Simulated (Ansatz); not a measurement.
CuI (Marshite):

```xyz
2
Lattice="0.0000 3.0315 3.0315 3.0315 0.0000 3.0315 3.0315 3.0315 0.0000" Properties=species:S:1:pos:R:3 pbc="T T T"
I     0.0000    0.0000    0.0000
Cu    4.5473    4.5473    4.5473
```

| Item | Value |
| --- | --- |
| Program | Ansatz 0.2.0 |
| Task | relaxation of cell and atoms |
| Functional | PBEsol |
| Potentials or basis | all-electron LAPW, scalar-relativistic |
| Basis error allowed | 0.001 eV/atom |
| k mesh | 8 × 8 × 8 |
| Occupations | fermi-dirac, width 0.05 eV |
| Spin | no spin polarisation |

At the start: volume 27.86 Å³/atom.

**Question.** Where does the relaxation end?

**Answer.** Over 3 steps the energy falls by 14.3 meV/atom and the volume is 26.20 Å³/atom (-6.0 %); space group F-43m (No. 216, to 0.05 Å).

Step by step:
```
step  energy change (eV)  largest force (eV/Å)  volume (Å³)
   1              0.0000                0.0000        55.72
   2             -0.0286                0.0000        52.39
   3             -0.0286                0.0000        52.39
```

Final structure:
```xyz
2
Lattice="0.0000 2.9699 2.9699 2.9699 0.0000 2.9699 2.9699 2.9699 0.0000" Properties=species:S:1:pos:R:3 pbc="T T T"
I     0.0000    0.0000    0.0000
Cu    4.4548    4.4548    4.4548
```
